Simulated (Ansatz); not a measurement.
Reaction (cleavage of the Al–Si bond): `O[SiH](F)[AlH2]` + `N=C(N)O` → `N=C(O)[NH][AlH2]` + `O[SiH2]F`

Gas-phase electronic energies from Ansatz, PBE0-D4/def2-TZVP geometries. CBS: MP2 limit from def2 TZ/QZ plus the TZ coupled-cluster correction, frozen cores. Functionals use def2-TZVPP. One conformer a species, not always the lowest.

```
             level  ΔE (kcal/mol)  difference from CCSD(T)/CBS
           PBE0-D4          -26.7                          4.1
            B2PLYP          -30.9                         -0.1
            r2SCAN          -29.7                          1.1
              PBE0          -26.4                          4.4
    MP2/def2-TZVPP          -33.4                         -2.6
SCS-MP2/def2-TZVPP          -33.0                         -2.2
   CCSD/def2-TZVPP          -31.1                         -0.3
CCSD(T)/def2-TZVPP          -31.2                         -0.4
      HF/CBS(def2)          -31.9                         -1.1
    CCSD/CBS(def2)          -30.7                          0.1
       CCSD(T)/CBS          -30.8                            0
```

Largest T1 diagnostic among the species: 0.014.

From PBE to PBE0 (25 % exact exchange), in def2-TZVPP and without D4, ΔE moves by −1.2 kcal/mol.

CCSD(T)/CBS has its own doubt, a few kJ/mol and more with outer-core shells, so smaller differences from it don't rank the levels.
